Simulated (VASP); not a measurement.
# PtSe2 in VASP: a series of runs, part 2 of 3

VASP 6.6.1.

### Step 4. Band structure, PBE+D3(BJ), spin-orbit coupling, no magnetisation

INCAR reads:

```
  PREC = Accurate
  ENCUT = 520
  EDIFF = 1E-7
  ISMEAR = 0
  SIGMA = 0.03
  LREAL = False
  LASPH = True
  NELM = 80
  ALGO = Normal
  ISIF = 2
  LWAVE = False
  LCHARG = False
  MAGMOM = 0 0 0 0 0 0 0 0 0
  LORBIT = 11
  LSORBIT = True
  GGA_COMPAT = False
  LMAXMIX = 4
  LDIPOL = True
  IDIPOL = 3
  DIPOL = 0.5 0.5 0.500
  GGA = PE
  IVDW = 12
  NBANDS = 37
  LVHAR = True
  LVACPOTAV = True
```

KPOINTS reads:

```
Automatic mesh
0
Gamma
  9 9 1
```

POSCAR reads:

```
PtSe2                                   
1.0
    3.7058339876      0.0000000000      0.0000000000
   -1.8529169937      3.2093463719      0.0000000000
    0.0000000000      0.0000000000     20.5310000000
  Se              Pt            
     2     1
Direct
     0.6666666699999979    0.3333333300000021    0.4354483201572717
     0.3333333300000021    0.6666666699999979    0.5645516798427282
     0.0000000000000000    1.0000000000000000    0.5000000000000000
```

KPOINTS_OPT reads:

```
explicit points
67
Reciprocal
 0.0000000000  0.0000000000  0.0000000000 1
 0.0357142900  0.0000000000  0.0000000000 1
 0.0714285700  0.0000000000  0.0000000000 1
 0.1071428600  0.0000000000  0.0000000000 1
 0.1428571400  0.0000000000  0.0000000000 1
 0.1785714300  0.0000000000  0.0000000000 1
 0.2142857100  0.0000000000  0.0000000000 1
 0.2500000000  0.0000000000  0.0000000000 1
 0.2857142900  0.0000000000  0.0000000000 1
 0.3214285700  0.0000000000  0.0000000000 1
 0.3571428600  0.0000000000  0.0000000000 1
 0.3928571400  0.0000000000  0.0000000000 1
 0.4285714300  0.0000000000  0.0000000000 1
 0.4642857100  0.0000000000  0.0000000000 1
 0.5000000000  0.0000000000  0.0000000000 1
 0.4791666700  0.0416666700  0.0000000000 1
 0.4583333300  0.0833333300  0.0000000000 1
 0.4375000000  0.1250000000  0.0000000000 1
 0.4166666700  0.1666666700  0.0000000000 1
 0.3958333300  0.2083333300  0.0000000000 1
 0.3750000000  0.2500000000  0.0000000000 1
 0.3541666700  0.2916666700  0.0000000000 1
 0.3333333300  0.3333333300  0.0000000000 1
 0.3137254900  0.3137254900  0.0000000000 1
 0.2941176500  0.2941176500  0.0000000000 1
 0.2745098000  0.2745098000  0.0000000000 1
 0.2549019600  0.2549019600  0.0000000000 1
 0.2352941200  0.2352941200  0.0000000000 1
 0.2156862700  0.2156862700  0.0000000000 1
 0.1960784300  0.1960784300  0.0000000000 1
 0.1764705900  0.1764705900  0.0000000000 1
 0.1568627500  0.1568627500  0.0000000000 1
 0.1372549000  0.1372549000  0.0000000000 1
 0.1176470600  0.1176470600  0.0000000000 1
 0.0980392200  0.0980392200  0.0000000000 1
 0.0784313700  0.0784313700  0.0000000000 1
 0.0588235300  0.0588235300  0.0000000000 1
 0.0392156900  0.0392156900  0.0000000000 1
 0.0196078400  0.0196078400  0.0000000000 1
 0.0000000000  0.0000000000  0.0000000000 1
 0.0000000000  0.0000000000  0.0000000000 1
 0.0071123200 -0.0035561600  0.0000000000 1
-0.0071123200  0.0035561600  0.0000000000 1
 0.0207442600 -0.0103721300  0.0000000000 1
-0.0207442600  0.0103721300  0.0000000000 1
 0.0000000000  0.0061594500  0.0000000000 1
-0.0000000000 -0.0061594500  0.0000000000 1
 0.0000000000  0.0179650500  0.0000000000 1
-0.0000000000 -0.0179650500  0.0000000000 1
 0.5000000000  0.0000000000  0.0000000000 1
 0.5071123200 -0.0035561600  0.0000000000 1
 0.4928876800  0.0035561600  0.0000000000 1
 0.5207442600 -0.0103721300  0.0000000000 1
 0.4792557400  0.0103721300  0.0000000000 1
 0.5000000000  0.0061594500  0.0000000000 1
 0.5000000000 -0.0061594500  0.0000000000 1
 0.5000000000  0.0179650500  0.0000000000 1
 0.5000000000 -0.0179650500  0.0000000000 1
 0.3333333300  0.3333333300  0.0000000000 1
 0.3404456500  0.3297771700  0.0000000000 1
 0.3262210100  0.3368894900  0.0000000000 1
 0.3540775900  0.3229612000  0.0000000000 1
 0.3125890700  0.3437054600  0.0000000000 1
 0.3333333300  0.3394927800  0.0000000000 1
 0.3333333300  0.3271738800  0.0000000000 1
 0.3333333300  0.3512983800  0.0000000000 1
 0.3333333300  0.3153682800  0.0000000000 1
```

Potentials or basis: VASP PAW PBE potentials, release 64 (Se, Pt).

Command:

```
$ cat potpaw_PBE.64/Se/POTCAR potpaw_PBE.64/Pt/POTCAR > POTCAR
$ mpirun -np 1 vasp_ncl > vasp.out
```

OUTCAR:

```text
PREC = Accurate
   ENCUT = 520
   EDIFF = 1E-7
   ISMEAR = 0
   LREAL = False
   LASPH = True
   NELM = 80
   ISIF = 2
   LORBIT = 11
   LSORBIT = True
   GGA = PE
   IVDW = 12
 IVDW          = 12

 ion  position               nearest neighbor table
   1  0.667  0.333  0.435-   3 2.52   3 2.52   3 2.52
   2  0.333  0.667  0.565-   3 2.52   3 2.52   3 2.52
   3  0.000  0.000  0.500-   1 2.52   2 2.52   2 2.52   1 2.52   1 2.52   2 2.52

  LATTYP: Found a hexagonal cell.
 ALAT       =     3.7058339876
 C/A-ratio  =     5.5401834159

  Lattice vectors:

 A1 = (   3.7058339876,   0.0000000000,   0.0000000000)
 A2 = (  -1.8529169937,   3.2093463719,   0.0000000000)
 A3 = (   0.0000000000,   0.0000000000,  20.5310000000)

Analysis of symmetry for initial positions (statically):
=====================================================================
 Subroutine PRICEL returns:
 Original cell was already a primitive cell.

[... 678 lines left out ...]
     0.0000000     0.0000010     0.0000000     0.0000010    -0.0000108
     0.0000010     0.0000000    -0.0000064    -0.0000015     0.0000010
     0.0000000    -0.0000064     0.0000000    -0.0000064     0.0000000
     0.0000010    -0.0000015    -0.0000064     0.0000000     0.0000010
    -0.0000108     0.0000010     0.0000000     0.0000010     0.0000000
 l=   3
     0.0000000     0.0000000     0.0000000     0.0000000     0.0000000     0.0000000     0.0000000
     0.0000000     0.0000000     0.0000000     0.0000000     0.0000000     0.0000000     0.0000000
     0.0000000     0.0000000     0.0000000     0.0000000     0.0000000     0.0000000     0.0000000
     0.0000000     0.0000000     0.0000000     0.0000000     0.0000000     0.0000000     0.0000000
[... 29 lines left out ...]
 l=   2
     0.0000000    -0.0199179     0.0000000    -0.0199179    -0.0666533
    -0.0199179     0.0000000    -0.0497468    -0.0244114    -0.0199179
     0.0000000    -0.0497468     0.0000000    -0.0497468     0.0000000
    -0.0199179    -0.0244114    -0.0497468     0.0000000    -0.0199179
    -0.0666533    -0.0199179     0.0000000    -0.0199179     0.0000000
 l=   3
     0.0000000     0.0000000     0.0000000     0.0000000     0.0000000     0.0000000     0.0000000
     0.0000000     0.0000000     0.0000000     0.0000000     0.0000000     0.0000000     0.0000000
     0.0000000     0.0000000     0.0000000     0.0000000     0.0000000     0.0000000     0.0000000
     0.0000000     0.0000000     0.0000000     0.0000000     0.0000000     0.0000000     0.0000000
     0.0000000     0.0000000     0.0000000     0.0000000     0.0000000     0.0000000     0.0000000
     0.0000000     0.0000000     0.0000000     0.0000000     0.0000000     0.0000000     0.0000000
     0.0000000     0.0000000     0.0000000     0.0000000     0.0000000     0.0000000     0.0000000

 total charge

# of ion       s       p       d       tot
------------------------------------------
    1        1.477   2.253   0.056   3.786
    2        1.477   2.253   0.056   3.786
    3        0.679   0.715   7.973   9.367
--------------------------------------------------
tot          3.633   5.220   8.086  16.939

 magnetization (x)

# of ion       s       p       d       tot
------------------------------------------
    1        0.000   0.000   0.000   0.000
    2        0.000   0.000   0.000   0.000
    3       -0.000   0.000  -0.000   0.000
--------------------------------------------------
tot          0.000   0.000   0.000   0.000

 magnetization (y)

# of ion       s       p       d       tot
------------------------------------------
    1       -0.000   0.000   0.000   0.000
    2        0.000  -0.000   0.000  -0.000
    3       -0.000   0.000   0.000   0.000
--------------------------------------------------
tot         -0.000   0.000   0.000   0.000

 magnetization (z)

# of ion       s       p       d       tot
------------------------------------------
    1        0.000   0.000   0.000   0.000
    2        0.000   0.000   0.000   0.000
    3        0.000   0.000   0.000   0.000
--------------------------------------------------
tot          0.000   0.000   0.000   0.000
```

OSZICAR:

```text
N       E                     dE             d eps       ncg     rms          rms(c)
DAV:   1     0.157941655668E+03    0.15794E+03   -0.72178E+03   896   0.877E+02
DAV:   2     0.329780966377E+01   -0.15464E+03   -0.14004E+03  1249   0.168E+02
DAV:   3    -0.151603527469E+02   -0.18458E+02   -0.18176E+02  1091   0.640E+01
DAV:   4    -0.155722774160E+02   -0.41192E+00   -0.41088E+00  1116   0.107E+01
DAV:   5    -0.155796067238E+02   -0.73293E-02   -0.73280E-02  1126   0.141E+00    0.139E+01
DAV:   6    -0.148892783667E+02    0.69033E+00   -0.44271E+00   933   0.195E+01    0.816E+00
DAV:   7    -0.147292398427E+02    0.16004E+00   -0.11319E+00   921   0.104E+01    0.418E+00
DAV:   8    -0.146986444719E+02    0.30595E-01   -0.74031E-02  1057   0.193E+00    0.143E+00
DAV:   9    -0.146861579939E+02    0.12486E-01   -0.28603E-02  1070   0.161E+00    0.316E-01
DAV:  10    -0.146865378482E+02   -0.37985E-03   -0.57126E-03  1081   0.433E-01    0.175E-01
[... 63 further cycles ...]
DAV:   9    -0.205028926741E+04   -0.73701E-07      881
       N       E                     dE             ncg
DAV:   1     0.376268910309E+04   -0.53630E+04      518
DAV:   2     0.257568495447E+04   -0.11870E+04      727
DAV:   3     0.246808068778E+04   -0.10760E+03      620
DAV:   4     0.246610749278E+04   -0.19732E+01      644
DAV:   5     0.246606813166E+04   -0.39361E-01      684
DAV:   6     0.246606717889E+04   -0.95277E-03      679
DAV:   7     0.246606714841E+04   -0.30489E-04      716
DAV:   8     0.246606714708E+04   -0.13281E-05      644
DAV:   9     0.246606714700E+04   -0.75283E-07      596
```

stdout:

```text
POSCAR found type information on POSCAR SePt
 POSCAR found :  2 types and       3 ions
 scaLAPACK will be used
 LDA part: xc-table for (Slater+PW92), standard interpolation
 POSCAR, INCAR and KPOINTS ok, starting setup
 FFT: planning ... GRIDC
 FFT: planning ... GRID_SOFT
 FFT: planning ... GRID
 WAVECAR not read
 entering main loop
 -----------------------------------------------------------------------------
|                                                                             |
|           W    W    AA    RRRRR   N    N  II  N    N   GGGG   !!!           |
|           W    W   A  A   R    R  NN   N  II  NN   N  G    G  !!!           |
|           W    W  A    A  R    R  N N  N  II  N N  N  G       !!!           |
|           W WW W  AAAAAA  RRRRR   N  N N  II  N  N N  G  GGG   !            |
|           WW  WW  A    A  R   R   N   NN  II  N   NN  G    G                |
|           W    W  A    A  R    R  N    N  II  N    N   GGGG   !!!           |
|                                                                             |
|     Did not find any points to average over, which means that no vacuum     |
|     field-free region was found. Please increase the size of  your cell     |
|     in the dimension of the dipole correction to obtain accurate            |
|     workfunction values.                                                    |
|                                                                             |
 -----------------------------------------------------------------------------

 Start KPOINTS_OPT (optional k-point list driver)
k-point batch [1-12\67]
k-point batch [13-24\67]
k-point batch [25-36\67]
k-point batch [37-48\67]
k-point batch [49-60\67]
k-point batch [61-67\67]
```

Run time: 18 min. Hardware: 1 thread of Intel Xeon Platinum 8375C at 2.90GHz (Ice Lake), shared host; peak memory 0.93 GiB.

Results:

* Free energy: -15.5838 eV
* Largest force: 0.030 eV/Å
* Valence electrons inside the program's atomic spheres: Se 3.79; Pt 9.37
* Dispersion energy per atom: -0.299 eV
* Work function of the upper face: 5.26 eV
* Work function of the lower face: 5.26 eV

Forces in eV/Å, atoms in the order of the input:
```
Se   0.000  0.000 -0.030
Se   0.000  0.000  0.030
Pt   0.000  0.000  0.000
```

### Step 5. Band structure, r2SCAN

INCAR reads:

```
  PREC = Accurate
  ENCUT = 520
  EDIFF = 1E-7
  ISMEAR = 0
  SIGMA = 0.03
  LREAL = False
  LASPH = True
  NELM = 120
  ALGO = All
  ISIF = 2
  LWAVE = False
  LCHARG = False
  LMAXMIX = 4
  LDIPOL = True
  IDIPOL = 3
  DIPOL = 0.5 0.5 0.500
  METAGGA = R2SCAN
  LMIXTAU = True
  NBANDS = 18
  LVHAR = True
  LVACPOTAV = True
  AMIN = 0.01
```

KPOINTS is that of step 4.

POSCAR is that of step 4.

KPOINTS_OPT is that of step 4.

Potentials or basis: VASP PAW PBE potentials, release 64 (Se, Pt).

Command:

```
$ cat potpaw_PBE.64/Se/POTCAR potpaw_PBE.64/Pt/POTCAR > POTCAR
$ mpirun -np 1 vasp_std > vasp.out
```

OUTCAR:

```text
PREC = Accurate
   ENCUT = 520
   EDIFF = 1E-7
   ISMEAR = 0
   LREAL = False
   LASPH = True
   NELM = 120
   ISIF = 2
   METAGGA = R2SCAN

 ion  position               nearest neighbor table
   1  0.667  0.333  0.435-   3 2.52   3 2.52   3 2.52
   2  0.333  0.667  0.565-   3 2.52   3 2.52   3 2.52
   3  0.000  0.000  0.500-   1 2.52   2 2.52   2 2.52   1 2.52   1 2.52   2 2.52

  LATTYP: Found a hexagonal cell.
 ALAT       =     3.7058339876
 C/A-ratio  =     5.5401834159

  Lattice vectors:

 A1 = (   3.7058339876,   0.0000000000,   0.0000000000)
 A2 = (  -1.8529169937,   3.2093463719,   0.0000000000)
 A3 = (   0.0000000000,   0.0000000000,  20.5310000000)

Analysis of symmetry for initial positions (statically):
=====================================================================
 Subroutine PRICEL returns:
 Original cell was already a primitive cell.

 Routine SETGRP: Setting up the symmetry group for a
 hexagonal supercell.

 Subroutine GETGRP returns: Found 12 space group operations
 (whereof 12 operations were pure point group operations)
 out of a pool of 24 trial point group operations.

The static configuration has the point symmetry D_3d.

[... 159 lines left out ...]
 fundamental gap:      1.5726000411
 Fermi energy:        -3.0077949187

 k-point     1 :       0.0000    0.0000    0.0000
  band No.  band energies     occupation
      1     -17.7498      2.00000
      2     -15.9076      2.00000
      3      -8.5187      2.00000
      4      -8.4546      2.00000
      5      -8.4546      2.00000
      6      -6.2032      2.00000
[... 229 lines left out ...]
      5      -8.2465      2.00000
      6      -6.7694      2.00000
[... 10 lines left out ...]
     17       6.3544      0.00000
     18       6.5424      0.00000

------------------------ aborting loop because EDIFF is reached ----------------------------------------

 vacuum level on the upper side and lower side of the slab       (xc-potential included)        -0.011        -0.011

  FORCE on cell =-STRESS in cart. coord.  units (eV):
  Direction    XX          YY          ZZ          XY          YZ          ZX
  --------------------------------------------------------------------------------------
  -------------------------------------------------------------------------------------
  Total       -0.2468670     -0.2468670     -0.2734123     -0.0000000      0.0000000      0.0000000
  in kB       -1.6197982     -1.6197982     -1.7939732     -0.0000000      0.0000000      0.0000000
  external PRESSURE =      -1.6778565 kB  Pullay stress =       0.0000000 kB

 VOLUME and BASIS-vectors are now :
 -----------------------------------------------------------------------------
  energy-cutoff  :      520.00
  volume of cell :      244.18
      direct lattice vectors                 reciprocal lattice vectors
     3.705833988  0.000000000  0.000000000     0.269844792  0.155794963  0.000000000
    -1.852916994  3.209346372  0.000000000     0.000000000  0.311589926  0.000000000
     0.000000000  0.000000000 20.531000000     0.000000000  0.000000000  0.048706834

 POSITION                                       TOTAL-FORCE (eV/Angst)
 -----------------------------------------------------------------------------------
      1.85292      1.06978      8.94019         0.000000     -0.000000      0.095764
     -0.00000      2.13956     11.59081        -0.000000      0.000000     -0.095764
      0.00000      0.00000     10.26550        -0.000000      0.000000      0.000000
 -----------------------------------------------------------------------------------
    total drift:                               -0.000000     -0.000000      0.000000

  FREE ENERGIE OF THE ION-ELECTRON SYSTEM (eV)
  ---------------------------------------------------
  free  energy   TOTEN  =       -81.4415698778 eV

  energy  without entropy=      -81.4415698778  energy(sigma->0) =      -81.44156988

 vacuum level on the upper side and lower side of the slab         2.759         2.759
```

OSZICAR:

```text
N       E                     dE             d eps       ncg     rms           ort
DAV:   1     0.906440186994E+02    0.90644E+02   -0.81666E+03   216   0.953E+02
DAV:   2    -0.714158179572E+02   -0.16206E+03   -0.15423E+03   216   0.172E+02
DAV:   3    -0.873193628263E+02   -0.15904E+02   -0.15775E+02   216   0.633E+01
DAV:   4    -0.875723728462E+02   -0.25301E+00   -0.25264E+00   216   0.899E+00
DAV:   5    -0.875762569935E+02   -0.38841E-02   -0.38836E-02   216   0.108E+00
SDA:   6    -0.779059515631E+02    0.96703E+01   -0.38836E-02   216   0.237E+02   0.000E+00
CGA:   7    -0.812668469572E+02   -0.33609E+01   -0.33709E+01   216   0.481E+00  -0.631E-01
CGA:   8    -0.814086190344E+02   -0.14177E+00   -0.14234E+00   216   0.852E-01  -0.546E-02
CGA:   9    -0.814342713374E+02   -0.25652E-01   -0.25689E-01   216   0.215E-01  -0.293E-03
CGA:  10    -0.814398906010E+02   -0.56193E-02   -0.56166E-02   216   0.400E-02   0.473E-04
[... 52 further cycles ...]
DAV:   9    -0.216237869900E+04   -0.28394E-08      408
       N       E                     dE             ncg
DAV:   1     0.380124441403E+04   -0.52042E+04      252
DAV:   2     0.250451794314E+04   -0.12967E+04      358
DAV:   3     0.241252830447E+04   -0.91990E+02      296
DAV:   4     0.241125583487E+04   -0.12725E+01      342
DAV:   5     0.241123369476E+04   -0.22140E-01      384
DAV:   6     0.241123351616E+04   -0.17860E-03      376
DAV:   7     0.241123350746E+04   -0.87001E-05      376
DAV:   8     0.241123350699E+04   -0.46902E-06      312
DAV:   9     0.241123350696E+04   -0.32202E-07      280
```

stdout:

```text
POSCAR found type information on POSCAR SePt
 POSCAR found :  2 types and       3 ions
 scaLAPACK will be used
 -----------------------------------------------------------------------------
|                                                                             |
|                                                                             |
|     You enforced a specific xc type in the INCAR file but a different       |
[... 36 lines left out ...]
 gam= 0.000 trial= 0.653  step=  0.5378 mean=  0.6530
 final diagonalization occupied
 Start KPOINTS_OPT (optional k-point list driver)
k-point batch [1-12\67]
k-point batch [13-24\67]
k-point batch [25-36\67]
k-point batch [37-48\67]
k-point batch [49-60\67]
k-point batch [61-67\67]
```

It took 12 min on 1 thread of Intel Xeon Platinum 8375C at 2.90GHz (Ice Lake), shared host; peak memory 0.43 GiB.

What came out:

```
Free energy                            : -81.4416 eV
Largest force                          : 0.096 eV/Å
Band gap on the k mesh                 : 1.57 eV, indirect (least direct gap 1.82 eV)
Band gap along the path                : 1.58 eV, indirect (least direct gap 1.80 eV)
Ionisation potential of the upper face : 5.95 eV
```

Forces on the atoms (eV/Å):
```
Se   0.000  0.000  0.096
Se   0.000  0.000 -0.096
Pt   0.000  0.000  0.000
```

Levels at points of the mesh, in eV from the valence-band top:
```
           k point  band 9  band 10  band 11  band 12  band 13  band 14
(0.00, 0.00, 0.00)   -0.65     0.00     0.00     3.15     3.15     5.26
```

Caveat: the PAW data sets were made with another functional, which shifts forces and pressure a little; spin-orbit coupling is left out, which moves the levels of the heavy elements. r2SCAN opens gaps a little over a GGA but as a rule still falls short of measured ones.

(Continued in part 3 of 3.)
